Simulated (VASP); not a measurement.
# NaH (Fm-3m) in VASP: further runs, part 2 of 2

VASP 6.6.1.

## Step 5: Single point, PBE

Input file INCAR:

```
SYSTEM = NaH
PREC = Accurate
ENCUT = 400
EDIFF = 1E-6
ISMEAR = 0
SIGMA = 0.05
LREAL = .False.
LASPH = .True.
NELM = 100
ALGO = Normal
ISIF = 2
LWAVE = .False.
LCHARG = .False.
GGA = PE
NBANDS = 11
ADDGRID = .False.
```

Input file KPOINTS:

```
Automatic mesh
0
Gamma
  3 3 3
  0 0 0
```

Input file POSCAR:

```
NaH
1.0
    0.0000000000      2.4400000000      2.4400000000
    2.4400000000      0.0000000000      2.4400000000
    2.4400000000      2.4400000000      0.0000000000
Na H
1 1
Direct
   -0.0187210000      0.0228060000      0.0160610000
    0.4668300000      0.5164870000      0.5214060000
```

Potentials or basis: VASP PAW PBE potentials, release 64 (Na_pv, H).

Launch:

```
$ cat potpaw_PBE.64/Na_pv/POTCAR potpaw_PBE.64/H/POTCAR > POTCAR
$ mpirun -np 1 vasp_std > vasp.out
```

OUTCAR:

```text
SYSTEM = NaH
   PREC = Accurate
   ENCUT = 400
   EDIFF = 1E-6
   ISMEAR = 0
   LREAL = .False.
   LASPH = .True.
   NELM = 100
   ISIF = 2
   GGA = PE

 Found     14 irreducible k-points:

 Following reciprocal coordinates:
            Coordinates               Weight
  0.000000  0.000000  0.000000      1.000000
  0.333333  0.000000  0.000000      2.000000
  0.000000  0.333333  0.000000      2.000000
  0.000000  0.000000  0.333333      2.000000
  0.333333  0.333333  0.333333      2.000000
  0.333333  0.333333  0.000000      2.000000
   k-points           NKPTS =     14   k-points in BZ     NKDIM =     14   number of bands    NBANDS=     11
   number of dos      NEDOS =    301   number of ions     NIONS =      2
   total plane-waves  NPLWV =  13824
   dimension x,y,z NGX =    24 NGY =   24 NGZ =   24
   dimension x,y,z NGXF=    48 NGYF=   48 NGZF=   48
   ions per type =               1   1
   NGX,Y,Z   is equivalent  to a cutoff of  11.56, 11.56, 11.56 a.u.
   NGXF,Y,Z  is equivalent  to a cutoff of  23.13, 23.13, 23.13 a.u.
 SYSTEM =  NaH
   PREC   = accura    normal or accurate (medium, high low for compatibility)
   ISTART =      0    job   : 0-new  1-cont  2-samecut
   ICHARG =      2    charge: 1-file 2-atom 10-const
   ISPIN  =      1    spin polarized calculation?
   LNONCOLLINEAR =      F non collinear calculations
   LSORBIT =      F    spin-orbit coupling
   LASPH  =      T    aspherical Exc in radial PAW
   ENCUT  =  400.0 eV  29.40 Ry    5.42 a.u.   5.63  5.63  5.63*2*pi/ulx,y,z
   NELM   =    100;   NELMIN=  2; NELMDL= -5     # of ELM steps
   EDIFF  = 0.1E-05   stopping-criterion for ELM
   LREAL  =      F    real-space projection
   EDIFFG = 0.1E-04   stopping-criterion for IOM
   NSW    =      0    number of steps for IOM
   IBRION =     -1    ionic relax: 0-MD 1-quasi-New 2-CG
   NFREE  =      0    steps in history (QN), initial steepest desc. (CG)
   ISIF   =      2    stress and relaxation
   ISYM   =      2    0-nonsym 1-usesym 2-fastsym
   POTIM  = 0.5000    time-step for ionic-motion
   TEBEG  =    0.0;   TEEND  =   0.0 temperature during run
   PSTRESS=    0.0 pullay stress
   NELECT =       8.0000    total number of electrons
   NUPDOWN=      -1.0000    fix difference up-down
   EMIN   =  10.00;   EMAX   =-10.00  energy-range for DOS
   EFERMI =   0.00;   METHOD = LEGACY
   ISMEAR =     0;   SIGMA  =   0.05  broadening in eV -4-tet -1-fermi 0-gaus
   EFERMI_NEDOS =   21; number of points for ismear=-14 and -15
   IALGO  =     38    algorithm
   IMIX   =      4    mixing-type and parameters
     AMIX     =   0.40;   BMIX     =  1.00
     AMIX_MAG =   1.60;   BMIX_MAG =  1.00
  volume/ion in A,a.u.               =      14.53        98.03
  Fermi-wavevector in a.u.,A,eV,Ry     =   1.065054  2.012660 15.433636  1.134340
  Thomas-Fermi vector in A             =   2.200593
   LORBIT       =      0    0 simple, 1 ext, 2 COOP (PROOUT), +10 PAW based schemes
   GGA     = PE    functional components
   LHFCALC =     F    Hartree Fock is set to
   AEXX    =    0.0000 exact exchange contribution
   IVDW    =     0    specifies the selected vdW correction
   LEPSILON=     F    determine dielectric tensor
   LRPA    =     F    only Hartree local field effects (RPA)
 non-spin polarized calculation
 Gauss-broadening in eV      SIGMA  =   0.05
  energy-cutoff  :      400.00
  volume of cell :       29.05
 maximum number of plane-waves:       531
 NGX is ok and might be reduce to    24
   NGX = 11   NGY = 11   NGZ = 11

 number of electron       7.9999993 magnetization

 Free energy of the ion-electron system (eV)
  ---------------------------------------------------
  ext. energy  EPLUGINS =         0.00000000
  ---------------------------------------------------
  free energy    TOTEN  =        -5.09692322 eV

  energy without entropy =       -5.09692322  energy(sigma->0) =       -5.09692322

 E-fermi :  -1.2334     XC(G=0):  -7.6768

 val. band max:       -1.4686914611   @ k =   0.3333  -0.3333  -0.3333
 cond. band min:       4.2815785089   @ k =   0.3333   0.3333   0.3333
 fundamental gap:      5.7502699700
 Fermi energy:        -1.2333898241

 k-point     1 :       0.0000    0.0000    0.0000
  band No.  band energies     occupation
      1     -23.3527      2.00000
      2     -23.3526      2.00000
      3     -23.3523      2.00000
      4      -4.7466      2.00000
      5       8.9444      0.00000
      6      14.1599      0.00000
      7      14.1608      0.00000
      8      14.1744      0.00000
      9      14.9710      0.00000
     10      14.9826      0.00000
     11      14.9912      0.00000

 k-point     2 :       0.3333    0.0000    0.0000
  band No.  band energies     occupation
      1     -23.4159      2.00000
      2     -23.3604      2.00000
      3     -23.3601      2.00000
      4      -3.0540      2.00000
      5       4.2817      0.00000
      6       9.6677      0.00000
      7      12.2545      0.00000
      8      12.2590      0.00000
      9      15.3758      0.00000
     10      15.3772      0.00000
     11      17.5113      0.00000

 k-point     3 :       0.0000    0.3333    0.0000
  band No.  band energies     occupation
      1     -23.4158      2.00000
      2     -23.3605      2.00000
      3     -23.3603      2.00000
      4      -3.0540      2.00000
      5       4.2827      0.00000
      6       9.6642      0.00000
      7      12.2552      0.00000
      8      12.2637      0.00000
      9      15.3750      0.00000
     10      15.3758      0.00000
     11      17.5101      0.00000

 k-point     4 :       0.0000    0.0000    0.3333
  band No.  band energies     occupation
      1     -23.4158      2.00000
      2     -23.3604      2.00000
      3     -23.3603      2.00000
      4      -3.0540      2.00000
      5       4.2828      0.00000
      6       9.6640      0.00000
      7      12.2552      0.00000
      8      12.2640      0.00000
      9      15.3750      0.00000
     10      15.3756      0.00000
     11      17.5100      0.00000

 k-point     5 :       0.3333    0.3333    0.3333
  band No.  band energies     occupation
      1     -23.4160      2.00000
      2     -23.3604      2.00000
      3     -23.3601      2.00000
      4      -3.0540      2.00000
      5       4.2816      0.00000
      6       9.6683      0.00000
      7      12.2542      0.00000
      8      12.2584      0.00000
      9      15.3760      0.00000
     10      15.3774      0.00000
     11      17.5115      0.00000

 k-point     6 :       0.3333    0.3333    0.0000
  band No.  band energies     occupation
      1     -23.4106      2.00000
      2     -23.3741      2.00000
      3     -23.3740      2.00000
      4      -2.5752      2.00000
      5       4.8580      0.00000
      6       9.4007      0.00000
      7       9.8452      0.00000
      8       9.8482      0.00000
      9      11.6412      0.00000
     10      19.6505      0.00000
     11      21.8623      0.00000

 [... further k-points ...]

------------------------ aborting loop because EDIFF is reached ----------------------------------------

  FORCE on cell =-STRESS in cart. coord.  units (eV):
  Direction    XX          YY          ZZ          XY          YZ          ZX
  --------------------------------------------------------------------------------------
  -------------------------------------------------------------------------------------
  Total       -0.2153820     -0.2127018     -0.2012659     -0.0000348     -0.0011362     -0.0000358
  in kB      -11.8773787    -11.7295737    -11.0989377     -0.0019213     -0.0626537     -0.0019740
  external PRESSURE =     -11.5686301 kB  Pullay stress =       0.0000000 kB

 VOLUME and BASIS-vectors are now :
 -----------------------------------------------------------------------------
  energy-cutoff  :      400.00
  volume of cell :       29.05
      direct lattice vectors                 reciprocal lattice vectors
     0.000000000  2.440000000  2.440000000    -0.204918033  0.204918033  0.204918033
     2.440000000  0.000000000  2.440000000     0.204918033 -0.204918033  0.204918033
     2.440000000  2.440000000  0.000000000     0.204918033  0.204918033 -0.204918033

 POSITION                                       TOTAL-FORCE (eV/Angst)
 -----------------------------------------------------------------------------------
      0.09484      2.43351      2.44997        -0.001902     -0.017237     -0.039543
      2.53246      2.41130      2.39929         0.001902      0.017237      0.039543
 -----------------------------------------------------------------------------------
    total drift:                               -0.000121     -0.000074      0.000341

  FREE ENERGIE OF THE ION-ELECTRON SYSTEM (eV)
  ---------------------------------------------------
  free  energy   TOTEN  =        -5.0969232178 eV

  energy  without entropy=       -5.0969232178  energy(sigma->0) =       -5.09692322
```

It took 2.9 s on 1 thread of Intel Xeon Platinum 8259CL at 2.50GHz (Skylake/Cascade Lake), shared host; peak memory 0.12 GiB.

The run converged, but some of its settings lie outside the range that counts as converged, so its numbers aren't taken as properties of the crystal.

What came out:

* Free energy: -5.0969 eV
* Pressure: -1.2 GPa
* Largest force: 0.043 eV/Å
* Band gap on the k mesh: 5.75 eV, indirect (least direct gap 5.84 eV)

Caveat: the k mesh is coarse (spacing up to 0.74 Å⁻¹), so the values aren't converged; an odd mesh through Γ misses points on the zone boundary, where band edges often lie.

## Step 6: Single point, PBE

Changes to INCAR since step 5:

```diff
@@ -2,3 +2,3 @@
 PREC = Accurate
-ENCUT = 400
+ENCUT = 250
 EDIFF = 1E-6
```

Input file KPOINTS:

```
Automatic mesh
0
Gamma
  4 4 4
  0 0 0
```

Input file POSCAR:

```
NaH
1.0
    0.0000000000      2.4400000000      2.4400000000
    2.4400000000      0.0000000000      2.4400000000
    2.4400000000      2.4400000000      0.0000000000
Na H
1 1
Direct
    0.0000000000      0.0000000000      0.0000000000
    0.5000000000      0.5000000000      0.5000000000
```

Potentials or basis: VASP PAW PBE potentials, release 64 (Na_pv, H).

Launch:

```
$ cat potpaw_PBE.64/Na_pv/POTCAR potpaw_PBE.64/H/POTCAR > POTCAR
$ mpirun -np 1 vasp_std > vasp.out
```

OUTCAR:

```text
SYSTEM = NaH
   PREC = Accurate
   ENCUT = 250
   EDIFF = 1E-6
   ISMEAR = 0
   LREAL = .False.
   LASPH = .True.
   NELM = 100
   ISIF = 2
   GGA = PE

 Found      8 irreducible k-points:

 Following reciprocal coordinates:
            Coordinates               Weight
  0.000000  0.000000  0.000000      1.000000
  0.250000  0.000000  0.000000      8.000000
  0.500000  0.000000  0.000000      4.000000
  0.250000  0.250000  0.000000      6.000000
  0.500000  0.250000  0.000000     24.000000
 -0.250000  0.250000  0.000000     12.000000
   k-points           NKPTS =      8   k-points in BZ     NKDIM =      8   number of bands    NBANDS=     11
[... 164 lines left out ...]
  --------------------------------------------------------------------------------------
  -------------------------------------------------------------------------------------
  Total       -0.9237257     -0.9237257     -0.9237257      0.0000000      0.0000000      0.0000000
  in kB      -50.9394387    -50.9394387    -50.9394387      0.0000000      0.0000000      0.0000000
  external PRESSURE =     -50.9394387 kB  Pullay stress =       0.0000000 kB

 VOLUME and BASIS-vectors are now :
 -----------------------------------------------------------------------------
  energy-cutoff  :      250.00
  volume of cell :       29.05
      direct lattice vectors                 reciprocal lattice vectors
     0.000000000  2.440000000  2.440000000    -0.204918033  0.204918033  0.204918033
     2.440000000  0.000000000  2.440000000     0.204918033 -0.204918033  0.204918033
     2.440000000  2.440000000  0.000000000     0.204918033  0.204918033 -0.204918033

 POSITION                                       TOTAL-FORCE (eV/Angst)
 -----------------------------------------------------------------------------------
      0.00000      0.00000      0.00000         0.000000     -0.000000      0.000000
      2.44000      2.44000      2.44000        -0.000000      0.000000      0.000000
 -----------------------------------------------------------------------------------
    total drift:                               -0.000000      0.000000      0.000000

  FREE ENERGIE OF THE ION-ELECTRON SYSTEM (eV)
  ---------------------------------------------------
  free  energy   TOTEN  =        -5.0574127571 eV

  energy  without entropy=       -5.0574127571  energy(sigma->0) =       -5.05741276
```

stdout:

```text
POSCAR found type information on POSCAR NaH
 POSCAR found :  2 types and       2 ions
 scaLAPACK will be used
 LDA part: xc-table for (Slater+PW92), standard interpolation
 POSCAR, INCAR and KPOINTS ok, starting setup
 FFT: planning ... GRIDC
 FFT: planning ... GRID_SOFT
 FFT: planning ... GRID
 WAVECAR not read
 entering main loop
```

Wall time 2 s (1 thread of Intel Xeon Platinum 8259CL at 2.50GHz (Skylake/Cascade Lake), shared host); peak memory 0.11 GiB.

The run converged, but a check on its numbers failed (symmetry, net force, bounds or a known fault of this set-up), so they aren't taken as properties of the crystal.

Caveat: the k mesh is coarse (spacing up to 0.56 Å⁻¹), so the values aren't converged; the cutoff lies under the usual one of these potentials, so the numbers hold a large basis-set error.

## Step 7: For comparison

An earlier run on the cell as given: functional PBE; potentials or basis VASP PAW PBE potentials, release 64 (Na_pv, H); cutoff 520 eV; k mesh 9 × 9 × 9; occupations fermi-dirac, width 0.05 eV; no spin polarisation.

- Pressure: -0.7 GPa
- Band gap on the k mesh: 4.01 eV, indirect (least direct gap 4.70 eV)
